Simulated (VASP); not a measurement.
# Al (Fm-3m) in VASP: relaxation of cell and atoms with PBE

Aim: the relaxation of cell and atoms of Al with PBE.

Program: VASP 6.6.1. These are calculated values, not measurements. Logs are shortened: lines on timing, memory, paths and dates and some standing lists are left out, and cuts for length are marked.

## Step 1: The crystal as given

Symmetry: Fm-3m, No. 225, cubic system. Conventional cell: a = 4.050 Å, b = 4.050 Å, c = 4.050 Å, α = 90.00°, β = 90.00°, γ = 90.00°. Al (site symmetry m-3m) is surrounded by 12 Al at 2.86 Å.

## Step 2: Relaxation of cell and atoms, PBE

Input file INCAR:

```
ALGO = Normal
EDIFF = 1E-7
EDIFFG = -0.004
ENCUT = 600
GGA = PE
IBRION = 2
ISIF = 3
ISMEAR = 0
LASPH = True
LCHARG = False
LREAL = False
LWAVE = False
NELM = 100
NSW = 80
PREC = Accurate
SIGMA = 0.1
```

Input file KPOINTS:

```
k-points
0
Gamma
  18 18 18
```

Input file POSCAR:

```
Al
1.0
    0.0000000000      2.0248050000      2.0248050000
    2.0248050000      0.0000000000      2.0248050000
    2.0248050000      2.0248050000      0.0000000000
Al
1
Direct
    0.0000000000      0.0000000000      0.0000000000
```

Potentials or basis: VASP PAW PBE potentials, release 64 (Al).

Started as:

```
cat potpaw_PBE.64/Al/POTCAR > POTCAR
mpirun -np 1 vasp_std > vasp.out
```

OUTCAR:

```text
EDIFF = 1E-7
   EDIFFG = -0.004
   ENCUT = 600
   GGA = PE
   IBRION = 2
   ISIF = 3
   ISMEAR = 0
   LASPH = True
   LREAL = False
   NELM = 100
   NSW = 80
   PREC = Accurate

 ion  position               nearest neighbor table
   1  0.000  0.000  0.000-

  LATTYP: Found a face centered cubic cell.
 ALAT       =     4.0496100000

  Lattice vectors:

 A1 = (   0.0000000000,   2.0248050000,   2.0248050000)
 A2 = (   2.0248050000,   0.0000000000,   2.0248050000)
 A3 = (   2.0248050000,   2.0248050000,   0.0000000000)

Analysis of symmetry for initial positions (statically):
=====================================================================
 Subroutine PRICEL returns:
 Original cell was already a primitive cell.

 Routine SETGRP: Setting up the symmetry group for a
 face centered cubic supercell.

 Subroutine GETGRP returns: Found 48 space group operations
 (whereof 48 operations were pure point group operations)
 out of a pool of 48 trial point group operations.

The static configuration has the point symmetry O_h .

Analysis of symmetry for dynamics (positions and initial velocities):
=====================================================================
 Subroutine PRICEL returns:
 Original cell was already a primitive cell.

 Routine SETGRP: Setting up the symmetry group for a
 face centered cubic supercell.

 Subroutine GETGRP returns: Found 48 space group operations
 (whereof 48 operations were pure point group operations)
 out of a pool of 48 trial point group operations.

The dynamic configuration has the point symmetry O_h .

 Subroutine INISYM returns: Found 48 space group operations
 (whereof 48 operations are pure point group operations),
 and found     1 'primitive' translations

----------------------------------------------------------------------------------------

                                     Primitive cell

  volume of cell :      16.6027

  direct lattice vectors                    reciprocal lattice vectors
     0.000000000  2.024805000  2.024805000    -0.246937359  0.246937359  0.246937359
     2.024805000  0.000000000  2.024805000     0.246937359 -0.246937359  0.246937359
     2.024805000  2.024805000  0.000000000     0.246937359  0.246937359 -0.246937359

  length of vectors
[... 91 lines left out ...]
   NELECT =       3.0000    total number of electrons
   NUPDOWN=      -1.0000    fix difference up-down
   EMIN   =  10.00;   EMAX   =-10.00  energy-range for DOS
   EFERMI =   0.00;   METHOD = LEGACY
   ISMEAR =     0;   SIGMA  =   0.10  broadening in eV -4-tet -1-fermi 0-gaus
   EFERMI_NEDOS =   21; number of points for ismear=-14 and -15
   IALGO  =     38    algorithm
   IMIX   =      4    mixing-type and parameters
     AMIX     =   0.40;   BMIX     =  1.00
     AMIX_MAG =   1.60;   BMIX_MAG =  1.00
  volume/ion in A,a.u.               =      16.60       112.04
  Fermi-wavevector in a.u.,A,eV,Ry     =   0.925526  1.748991 11.654733  0.856599
  Thomas-Fermi vector in A             =   2.051390
   LORBIT       =      0    0 simple, 1 ext, 2 COOP (PROOUT), +10 PAW based schemes
   GGA     = PE    functional components
   LHFCALC =     F    Hartree Fock is set to
   AEXX    =    0.0000 exact exchange contribution
   IVDW    =     0    specifies the selected vdW correction
   LEPSILON=     F    determine dielectric tensor
   LRPA    =     F    only Hartree local field effects (RPA)
 conjugate gradient relaxation of ions
 non-spin polarized calculation
 Gauss-broadening in eV      SIGMA  =   0.10
  energy-cutoff  :      600.00
  volume of cell :       16.60
 maximum number of plane-waves:       568
   NGX = 11   NGY = 11   NGZ = 11

--------------------------------------- Ionic step        1  -------------------------------------------

 number of electron       3.0000000 magnetization

 Free energy of the ion-electron system (eV)
  ---------------------------------------------------
  ext. energy  EPLUGINS =         0.00000000
  ---------------------------------------------------
  free energy    TOTEN  =        -3.74443679 eV

  energy without entropy =       -3.74155855  energy(sigma->0) =       -3.74299767

------------------------ aborting loop because EDIFF is reached ----------------------------------------

  FORCE on cell =-STRESS in cart. coord.  units (eV):
  Direction    XX          YY          ZZ          XY          YZ          ZX
  --------------------------------------------------------------------------------------
  -------------------------------------------------------------------------------------
  Total       -0.0515971     -0.0515971     -0.0515971      0.0000000      0.0000000      0.0000000
  in kB       -4.9791637     -4.9791637     -4.9791637      0.0000000      0.0000000      0.0000000
  external PRESSURE =      -4.9791637 kB  Pullay stress =       0.0000000 kB
[... 57 lines left out ...]
--------------------------------------- Ionic step        3  -------------------------------------------

 number of electron       3.0000000 magnetization

 Free energy of the ion-electron system (eV)
  ---------------------------------------------------
  ext. energy  EPLUGINS =         0.00000000
  ---------------------------------------------------
  free energy    TOTEN  =        -3.74460921 eV

  energy without entropy =       -3.74168207  energy(sigma->0) =       -3.74314564

 E-fermi :   7.9956     XC(G=0): -10.1981

 val. band max:        7.9890509808   @ k =  -0.2778   0.2778   0.0556
 cond. band min:       7.9961487131   @ k =  -0.2778   0.5000   0.2222
 fundamental gap:      0.0070977322
 Fermi energy:         7.9956271073

 k-point     1 :       0.0000    0.0000    0.0000
  band No.  band energies     occupation
      1      -3.1329      2.00000
      2      20.6259      0.00000
      3      20.6259      0.00000
      4      20.6259      0.00000
      5      22.1210      0.00000
[... 177 lines left out ...]
 k-point    24 :      -0.2222    0.0556    0.0000
  band No.  band energies     occupation
      1      -1.4912      2.00000
      2      11.8462      0.00000
      3      17.2917      0.00000
      4      20.1440      0.00000
      5      21.8899      0.00000

 [... further k-points ...]

------------------------ aborting loop because EDIFF is reached ----------------------------------------

  FORCE on cell =-STRESS in cart. coord.  units (eV):
  Direction    XX          YY          ZZ          XY          YZ          ZX
  --------------------------------------------------------------------------------------
  -------------------------------------------------------------------------------------
  Total        0.0001562      0.0001562      0.0001562      0.0000000      0.0000000      0.0000000
  in kB        0.0151693      0.0151693      0.0151693      0.0000000      0.0000000      0.0000000
  external PRESSURE =       0.0151693 kB  Pullay stress =       0.0000000 kB
[... 16 lines left out ...]
  FREE ENERGIE OF THE ION-ELECTRON SYSTEM (eV)
  ---------------------------------------------------
  free  energy   TOTEN  =        -3.7446092096 eV

  energy  without entropy=       -3.7416820654  energy(sigma->0) =       -3.74314564

 reached required accuracy - stopping structural energy minimisation
```

It took 20 s on 1 thread of AMD EPYC 9R45 (Zen 5), shared host; peak memory 0.11 GiB.

What came out:

| Item | Value |
| --- | --- |
| Free energy | -3.7446 eV |
| Relaxed volume | 16.49 Å³/atom |
| Relaxed cell | a = 2.857 Å, b = 2.857 Å, c = 2.857 Å, α = 60.00°, β = 60.00°, γ = 60.00° |
| Space group after relaxing (to 0.05 Å) | Fm-3m (No. 225) |
| Energy gained by relaxing | 0.2 meV/atom |
| Ionic steps | 3 |
| Pressure after relaxing | 0.0 GPa |
| Band gap on the k mesh | none (metal or under the smearing width) |

The path:
| step | energy change (eV) | largest force (eV/Å) | pressure (GPa) | volume (Å³) |
| --- | --- | --- | --- | --- |
| 1 | 0.0000 | 0.0000 | -0.50 | 16.60 |
| 2 | -0.0002 | 0.0000 | 0.07 | 16.48 |
| 3 | -0.0002 | 0.0000 | 0.00 | 16.49 |

Final structure:
```yaml
crystal:
  lattice:
    - [0.00000, 2.02034, 2.02034]
    - [2.02034, 0.00000, 2.02034]
    - [2.02034, 2.02034, 0.00000]
  atoms:
    - { symbol: Al, position: [0.00000, 0.00000, 0.00000] }
```

Levels at points of the mesh, in eV from the Fermi level:
| k point | band 1 | band 2 | band 3 | band 4 | band 5 |
| --- | --- | --- | --- | --- | --- |
| (0.00, 0.00, 0.00) | -11.13 | 12.63 | 12.63 | 12.63 | 14.13 |
| (0.50, 0.00, 0.00) | -4.59 | -4.37 | 11.42 | 11.42 | 11.47 |
| (0.50, 0.50, 0.00) | -2.92 | -1.59 | 5.27 | 5.61 | 5.61 |
